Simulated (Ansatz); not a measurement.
Molecular dynamics of Zr$_{4}$Si$_{4}$O$_{17}$

Input:

```yaml
crystal:
  lattice:
    - [6.6102, 0.0, 0.0]
    - [0.0, 6.6102, 0.0]
    - [0.0, 0.0, 5.986]
  atoms:
    - { symbol: Zr, position: [0.00347045, 0.50716571, 0.24945457] }
    - { symbol: Zr, position: [0.01440785, 0.00881858, 0.01625195] }
    - { symbol: Si, position: [0.50223525, -0.00339309, 0.25496845] }
    - { symbol: Si, position: [-0.00197782, -0.00337225, 0.49478803] }
    - { symbol: O, position: [0.46321649, 0.33506819, 0.80784164] }
    - { symbol: O, position: [0.71320144, -0.06460415, 0.13305137], spin: 0.32 }
    - { symbol: O, position: [-0.000329, 0.18866117, 0.32442265] }
    - { symbol: O, position: [0.33703798, 0.02072585, 0.05844157] }
    - { symbol: O, position: [0.50058446, 0.18868413, 0.42539993] }
    - { symbol: O, position: [0.16338774, 0.02024654, 0.69118937] }
    - { symbol: O, position: [0.45501054, 0.81855541, 0.43331051] }
    - { symbol: O, position: [0.31957793, 0.50813119, 0.1867482] }
    - { symbol: Zr, position: [0.48629617, 0.00894972, 0.73355172] }
    - { symbol: Zr, position: [0.49621638, 0.50716109, 0.50052955] }
    - { symbol: Si, position: [0.00427652, 0.50999276, 0.75272436] }
    - { symbol: Si, position: [0.49543449, 0.50989344, -0.00287225] }
    - { symbol: O, position: [0.04535214, 0.81866913, 0.31622687] }
    - { symbol: O, position: [0.18024672, 0.50811983, 0.56320725] }
    - { symbol: O, position: [0.4944516, 0.69879486, 0.82189034] }
    - { symbol: O, position: [0.8128031, 0.49961679, 0.57856694] }
    - { symbol: O, position: [0.00541823, 0.69859707, 0.92811579] }
    - { symbol: O, position: [0.68697699, 0.49973748, 0.17122859] }
    - { symbol: O, position: [0.03682645, 0.33515841, 0.94214284] }
    - { symbol: O, position: [0.78692566, -0.06487302, 0.61616845], spin: 0.32 }
    - { symbol: O, position: [0.75087172, 0.13730416, 0.87455629], spin: 0.92 }
magnetization:
  spin_polarized: true
basis:
  ecutwfc: 420.0
kpoints:
  mp_grid: { grid: [2, 2, 2] }
hamiltonian:
  xc: pbe
  pseudopotentials: { kind: paw, azcp: { folder: soft_1 } }
scf:
  occupations: { method: fermi_dirac, width: 0.05 }
  lower_state_search: "off"
  max_iter: 62
md:
  timestep: 1.5
  n_steps: 80
  ensemble: nvt_langevin
  temperature: 1680.0
  initial_velocities: maxwell_boltzmann
  seed: 488913
  friction: 1.0
```

Run as:

```bash
$ ansatz run input.yaml --threads 2 --pin off --max-ram 5120MiB --backend cpu --events-out ev --progress --plain --runs-dir out
```

It starts from a relaxed structure.

Output, in part (one step line in 3):

```
md step     0: t =     0.00 fs  T =  1612.8 K  F+E_penalty+E_count = -28953.40540863 eV  E_kin = 5.211763 eV  (16 SCF iters)
md step     3: t =     4.50 fs  T =  1741.9 K  F+E_penalty+E_count = -28953.04383462 eV  E_kin = 5.629030 eV  (9 SCF iters)
md step     6: t =     9.00 fs  T =  1333.5 K  F+E_penalty+E_count = -28952.58256234 eV  E_kin = 4.309287 eV  (9 SCF iters)
md step     9: t =    13.50 fs  T =  1703.6 K  F+E_penalty+E_count = -28952.07687209 eV  E_kin = 5.505271 eV  (9 SCF iters)
md step    12: t =    18.00 fs  T =  1401.3 K  F+E_penalty+E_count = -28951.74843292 eV  E_kin = 4.528244 eV  (9 SCF iters)
md step    15: t =    22.50 fs  T =  1707.6 K  F+E_penalty+E_count = -28951.46320201 eV  E_kin = 5.518217 eV  (9 SCF iters)
md step    18: t =    27.00 fs  T =  1280.3 K  F+E_penalty+E_count = -28951.19535683 eV  E_kin = 4.137424 eV  (9 SCF iters)
md step    21: t =    31.50 fs  T =  2029.0 K  F+E_penalty+E_count = -28950.89409575 eV  E_kin = 6.556703 eV  (9 SCF iters)
md step    24: t =    36.00 fs  T =  1941.8 K  F+E_penalty+E_count = -28950.87699285 eV  E_kin = 6.275015 eV  (9 SCF iters)
md step    27: t =    40.50 fs  T =  1756.4 K  F+E_penalty+E_count = -28950.63538180 eV  E_kin = 5.675846 eV  (9 SCF iters)
md step    30: t =    45.00 fs  T =  1640.7 K  F+E_penalty+E_count = -28950.49948643 eV  E_kin = 5.301976 eV  (9 SCF iters)
md step    33: t =    49.50 fs  T =  2435.7 K  F+E_penalty+E_count = -28950.35089904 eV  E_kin = 7.870974 eV  (9 SCF iters)
md step    36: t =    54.00 fs  T =  1528.4 K  F+E_penalty+E_count = -28950.47149017 eV  E_kin = 4.939000 eV  (9 SCF iters)
md step    39: t =    58.50 fs  T =  1696.3 K  F+E_penalty+E_count = -28950.60856644 eV  E_kin = 5.481452 eV  (9 SCF iters)
md step    42: t =    63.00 fs  T =  2300.5 K  F+E_penalty+E_count = -28950.58895591 eV  E_kin = 7.433921 eV  (9 SCF iters)
md step    45: t =    67.50 fs  T =  1986.3 K  F+E_penalty+E_count = -28950.59157562 eV  E_kin = 6.418642 eV  (9 SCF iters)
md step    48: t =    72.00 fs  T =  2082.0 K  F+E_penalty+E_count = -28950.64646547 eV  E_kin = 6.728111 eV  (9 SCF iters)
md step    51: t =    76.50 fs  T =  1472.4 K  F+E_penalty+E_count = -28951.06804101 eV  E_kin = 4.758047 eV  (9 SCF iters)
md step    54: t =    81.00 fs  T =  1776.4 K  F+E_penalty+E_count = -28951.11432353 eV  E_kin = 5.740535 eV  (9 SCF iters)
md step    57: t =    85.50 fs  T =  1096.7 K  F+E_penalty+E_count = -28951.05104429 eV  E_kin = 3.543931 eV  (9 SCF iters)
md step    60: t =    90.00 fs  T =  1427.5 K  F+E_penalty+E_count = -28951.30265871 eV  E_kin = 4.612934 eV  (9 SCF iters)
md step    63: t =    94.50 fs  T =  1358.9 K  F+E_penalty+E_count = -28951.03662436 eV  E_kin = 4.391367 eV  (9 SCF iters)
md step    66: t =    99.00 fs  T =  1715.9 K  F+E_penalty+E_count = -28950.87993529 eV  E_kin = 5.544955 eV  (9 SCF iters)
md step    69: t =   103.50 fs  T =  1984.4 K  F+E_penalty+E_count = -28950.32488657 eV  E_kin = 6.412555 eV  (9 SCF iters)
md step    72: t =   108.00 fs  T =  1847.2 K  F+E_penalty+E_count = -28950.07031252 eV  E_kin = 5.969332 eV  (9 SCF iters)
md step    75: t =   112.50 fs  T =  2311.1 K  F+E_penalty+E_count = -28950.13418745 eV  E_kin = 7.468456 eV  (9 SCF iters)
md step    78: t =   117.00 fs  T =  1490.4 K  F+E_penalty+E_count = -28949.65355026 eV  E_kin = 4.816297 eV  (9 SCF iters)
md step    80: t =   120.00 fs  T =  2185.5 K  F+E_penalty+E_count = -28949.60782840 eV  E_kin = 7.062586 eV  (9 SCF iters)
```

All steps were run. A run of 0.12 ps of so small a system gives no equilibrium averages. The friction is so strong that the motion is overdamped, so the time scale means little. Limits of this set-up: coarse k mesh, a small cell, in which the defect meets its images, a typed lattice constant that wasn't relaxed here.

Mean squared displacements from the first frame to the last, about the centre of mass: Zr 0.01 Å², Si 0.02 Å², O 0.04 Å².

Last frame:

```xyz
25
Lattice="6.6102 0.0000 0.0000 0.0000 6.6102 0.0000 0.0000 0.0000 5.9860" Properties=species:S:1:pos:R:3
Zr 0.017 3.357 1.428
Zr 0.089 0.007 0.139
Si 3.176 -0.090 1.605
Si -0.097 0.027 2.758
O 3.052 2.081 4.798
O 4.526 -0.666 0.908
O -0.097 1.308 1.981
O 2.287 0.074 0.249
O 3.259 1.321 2.451
O 1.051 0.202 4.124
O 2.950 5.388 2.796
O 2.179 3.180 1.118
Zr 3.209 0.161 4.351
Zr 3.174 3.371 2.961
Si -0.025 3.309 4.559
Si 3.254 3.399 -0.105
O 0.466 5.492 1.835
O 1.122 3.653 3.317
O 3.171 4.564 4.835
O 5.225 3.280 3.607
O 0.063 4.654 5.484
O 4.511 3.341 1.034
O 0.413 2.236 5.635
O 5.123 -0.452 3.449
O 5.090 0.605 5.268
```

The run took 36 min on 2 threads of AMD EPYC (Zen 3), on a shared host, peak memory 0.86 GiB.
